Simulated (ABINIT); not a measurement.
TePb:

```xyz
2
Lattice="4.0023 0.0000 0.0000 0.0000 4.0023 0.0000 0.0000 0.0000 4.0023" Properties=species:S:1:pos:R:3 pbc="T T T"
Pb    0.0000    0.0000    0.0000
Te    2.0011    2.0011    2.0011
```

Measurements of this composition are mostly on another form, of space group No. 225.

Base run:

| Quantity | Value |
| --- | --- |
| Program | ABINIT 10.8.3 (patched build) |
| Functional | AM05 |
| Potentials or basis | JTH PAW PBE v2.0 |
| Cutoff | 707 eV |
| k mesh | 7 × 7 × 7 |
| Occupations | fermi-dirac, width 0.05 eV |
| Spin | no spin polarisation |

Its results: band gap on the k mesh none (metal or under the smearing width); pressure -2.6 GPa.

Q: After a change of settings the same cell gave: band gap on the k mesh none (metal or under the smearing width); pressure -0.4 GPa. Which change was it?
A. functional from AM05 to BLYP
B. functional from AM05 to PBEsol
C. functional from AM05 to SCAN
D. functional from AM05 to r2SCAN

A: D.

Caveats: the PAW data sets were made with another functional, which shifts forces and pressure a little; spin-orbit coupling is left out, which moves the levels of the heavy elements.
